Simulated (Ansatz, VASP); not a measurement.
## One calculation of HfO2, two programs

```
CELL_PARAMETERS angstrom
0.00000 2.55518 2.55518
2.54881 0.00637 2.54881
2.54881 2.54881 0.00637
ATOMIC_POSITIONS crystal
Hf 0.00000 0.00000 0.00000
O 0.25000 0.25000 0.25000
O 0.75000 0.75000 0.75000
```

Change from the starting cell: strain +0.0050 x Voigt [0, 0, 0, 1, 0, 0], atoms carried along.

Alike in both runs: task single point; functional PBE; k mesh 8 × 8 × 8; occupations gaussian, width 0.05 eV; no spin polarisation.

```csv
,VASP,Ansatz
version,VASP 6.6.1,Ansatz 0.2.0
potentials or method,"VASP PAW PBE potentials, release 64 (Hf_pv, O)","scalar-relativistic, plane waves, PAW"
plane-wave cutoff (eV),520,420
valence electrons in the cell,22,38
```

```tsv
	VASP	Ansatz	Ansatz less VASP
gap on the k mesh at the Fermi level (eV)	3.76	3.75	-0.011
least direct gap on the mesh (eV)	3.76	3.75	-0.011
pressure (GPa)	-3.6	0.0	+3.63
largest component of the traceless stress (GPa)	0.42	0.44	+0.022
rms of the force components (eV/Å)	0.014	0.016	+0.0015
```

Atom by atom the forces differ by 0.001 eV/Å (rms over components). With one functional, cell and mesh, what is left measures potentials, basis and numerics. The two sets of potentials don't hold the same shells in valence.

Caveats: spin-orbit coupling is left out, which moves the levels of the heavy elements. A k mesh can miss the band edges.
